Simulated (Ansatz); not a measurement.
## BN: random displacements

Level of theory: DFT PBE, scalar-relativistic, plane waves, PAW (Ansatz). The runs took a 420 eV cutoff, a Γ-centred 12×12×6 mesh and Gaussian smearing (0.05 eV). No spin polarisation. Energies are free energies at this smearing, counted from the undisturbed cell; pressure is positive in compression.

The starting cell (relaxed at this level; this wurtzite form isn't the usual structure):

```yaml
crystal:
  lattice:
    - [2.55458, 0.00000, 0.00000]
    - [-1.27729, 2.21233, 0.00000]
    - [0.00000, 0.00000, 4.22451]
  atoms:
    - { symbol: B, position: [0.66667, 0.33333, 0.99981] }
    - { symbol: B, position: [0.33333, 0.66667, 0.49981] }
    - { symbol: N, position: [0.66667, 0.33333, 0.62519] }
    - { symbol: N, position: [0.33333, 0.66667, 0.12519] }
```

The atoms are displaced (Å, in the unstrained cell):

| atom | ux | uy | uz |
| --- | --- | --- | --- |
| B1 | 0.157 | 0.049 | -0.215 |
| B2 | -0.083 | 0.095 | 0.235 |
| N3 | 0.018 | -0.042 | -0.065 |
| N4 | -0.091 | -0.102 | 0.045 |

Strain (Voigt, engineering shear): (0.0025, -0.0123, -0.0079, 0.0033, 0.0090, 0.0029).

Task: What are the energy change, the stress and the forces?

Result: ΔE = 907.5 meV/atom; stress (xx, yy, zz, yz, xz, xy; compression positive) (25.14, 61.55, 22.40, 4.03, 0.09, 8.17) GPa; gap on the mesh 1.03 eV.
| atom | Fx (eV/Å) | Fy | Fz |
| --- | --- | --- | --- |
| B1 | -3.92 | -2.34 | 9.38 |
| B2 | 1.93 | -6.16 | -8.41 |
| N3 | -1.55 | 5.89 | 2.40 |
| N4 | 3.54 | 2.62 | -3.37 |

Cost: 1 run of about 0.25 core-minutes, on Intel Xeon Platinum 8259CL (Skylake/Cascade Lake) (shared hosts).